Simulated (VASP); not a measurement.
Energy against volume of ZnTe (zinc blende). Calculation: PBE GGA, VASP's PBE PAW potentials (set 64) (plane waves; VASP 6.6.1). Numerical set-up: 520 eV cut-off, 7×7×7 Γ-centred mesh, Gaussian smearing of 0.050 eV, potentials Zn Te.

| V (Å³/atom) | E (eV/atom) |
|---|---|
| 27.785 | -2.57685 |
| 28.672 | -2.58913 |
| 29.559 | -2.59288 |
| 30.446 | -2.58943 |

### Question
Fit these four points and predict the energy of the run at 31.332 Å³/atom.

### Answer
A cubic in V^(−2/3), the third-order Birch-Murnaghan form, passes through the four points with V0 = 29.55 Å³/atom and B0 = 43 GPa, and gives -2.5799 eV/atom there. The run gave -2.5799 eV/atom, -0.0 meV/atom from the fit; all five points give B0 = 43 GPa.

The compound is ZnTe in the zinc blende structure. It was relaxed first.
